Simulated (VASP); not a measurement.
Here is a VASP 6.6.1 calculation.

The input INCAR:

```
PREC     = Accurate       # precision mode
ENCUT    = 600            # plane-wave cutoff, eV
EDIFF    = 1E-7           # SCF threshold, eV
ISMEAR   = 0              # smearing method
SIGMA    = 0.03           # smearing width, eV
LREAL    = False          # projectors in reciprocal space
LASPH    = True           # aspherical terms in the spheres
NELM     = 80             # most SCF steps
ALGO     = Normal         # electronic algorithm
ISIF     = 3              # what is computed and relaxed
LWAVE    = False          # write WAVECAR
LCHARG   = False          # write CHGCAR
GGA      = PE             # functional
IVDW     = 12             # dispersion correction
IBRION   = 2              # ionic algorithm
NSW      = 90             # ionic steps
EDIFFG   = -0.005         # ionic threshold
```

File KPOINTS:

```
regular mesh
0
Gamma
  9 9 5
```

Contents of POSCAR:

```
ZrS2                                    
1.0
    3.6351731701     -0.0000000000     -0.0000000000
   -1.8175865851      3.1481523125      0.0000000000
   -0.0000000000      0.0000000000      5.7250099700
  Zr              S             
     1     2
Direct
     0.0000000000000000    0.0000000000000000    0.0000000000000000
     0.6666666699999979    0.3333333300000021    0.7448742209291676
     0.3333333300000021    0.6666666699999979    0.2551257790708324
```

Potentials or basis: VASP PAW PBE potentials, release 64 (Zr_sv, S).

Command:

```console
$ cat potpaw_PBE.64/Zr_sv/POTCAR potpaw_PBE.64/S/POTCAR > POTCAR
$ mpirun -np 1 vasp_std > vasp.out
```

(1) What does it give for the band gap on the k mesh?

(2) Estimate the space group after relaxing (to 0.05 Å).

(3) Predict the dispersion energy per atom.

(4) Predict the relaxed cell.

Results:

(1) 0.70 eV, indirect (least direct gap 1.42 eV).

(2) P-3m1 (No. 164).

(3) -0.363 eV.

(4) a = 3.634 Å, b = 3.634 Å, c = 5.724 Å, α = 90.00°, β = 90.00°, γ = 120.00°.

Caveat: an odd mesh through Γ misses points on the zone boundary, where band edges often lie.
